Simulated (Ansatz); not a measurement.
**CsI: pressure up to the limit of the methods**

An exercise on one series of results from a longer session: the logs are not shown, and one member is left open.

Method: DFT, PBE, PAW with Ansatz's default frozen-core files, scalar-relativistic, in Ansatz 0.2.0.

## Starting point

Symmetry: Pm-3m, No. 221, cubic system. The conventional cell has a = 4.665 Å, b = 4.665 Å, c = 4.665 Å, α = 90.00°, β = 90.00°, γ = 90.00°. Cs (site symmetry m-3m) has 8 I at 4.04 Å as nearest neighbours. I (site symmetry m-3m) is surrounded by 8 Cs at 4.04 Å.

Coordinates:

```cif
data_structure
_symmetry_space_group_name_H-M 'P 1'
_symmetry_Int_Tables_number 1
_cell_length_a 4.6652
_cell_length_b 4.6652
_cell_length_c 4.6652
_cell_angle_alpha 90.000
_cell_angle_beta 90.000
_cell_angle_gamma 90.000
_cell_volume 101.53
loop_
_atom_site_label
_atom_site_type_symbol
_atom_site_fract_x
_atom_site_fract_y
_atom_site_fract_z
_atom_site_occupancy
Cs1 Cs 0.00000 0.00000 0.00000 1
I1 I 0.50000 0.50000 0.50000 1
```

Whether this phase is the stable one at these pressures isn't tested.

Atoms are numbered in the order of the input: Cs1, I2.

The first run:

Input file input.yaml:

```yaml
crystal:
  lattice:
    - [4.665212, 0.0, 0.0]
    - [0.0, 4.665212, 0.0]
    - [0.0, 0.0, 4.665212]
  atoms:
    - { symbol: Cs, position: [0.0, 0.0, 0.0] }
    - { symbol: I, position: [0.5, 0.5, 0.5] }
kpoints:
  mp_grid: { grid: [6, 6, 6] }
scf:
  occupations: { method: fermi_dirac, width: 0.03 }
hamiltonian:
  xc: pbe
  pseudopotentials: { kind: paw }
output:
  forces: true
  stress: true
relax:
  f_tol: 0.01
  max_steps: 30
```

Launch:

```bash
$ ansatz run input.yaml --threads 1 --pin off --max-ram 2048MiB --backend cpu --events-out ev --progress --plain --runs-dir out
```

Among the steps run: Atoms relaxed at the given volume, PAW; Volume scaled by 1, PAW; Atoms relaxed at 0.85 of the volume, PAW; Volume scaled by 0.85, PAW; Atoms relaxed at 0.55 of the volume, PAW; Volume scaled by 0.55, PAW; Atoms relaxed at 0.45 of the volume, PAW; Volume scaled by 0.45, PAW.

One of the session's tables, all rows but one given; the rest of the session is left out.

| method | volume over the first | volume (Å³/atom) | pressure (GPa) | gap (eV) |
| --- | --- | --- | --- | --- |
| PAW | 1 | 50.767 | 0.01 | 3.69 |
| PAW | 0.85 | 43.152 | 2.44 | 4.03 |
| PAW | 0.55 | 27.922 | 26.53 | 2.29 |
| PAW | 0.45 | ? | ? | ? |

Estimate the missing values for PAW, 0.45.

The run gave: volume (Å³/atom): 22.845; pressure (GPa): 57.32; gap (eV): 0.75. In the column «volume (Å³/atom)» it is the lowest.

Caveats from the session: Warnings in the runs' records: stress scf threshold loose, gradients without spin orbit.
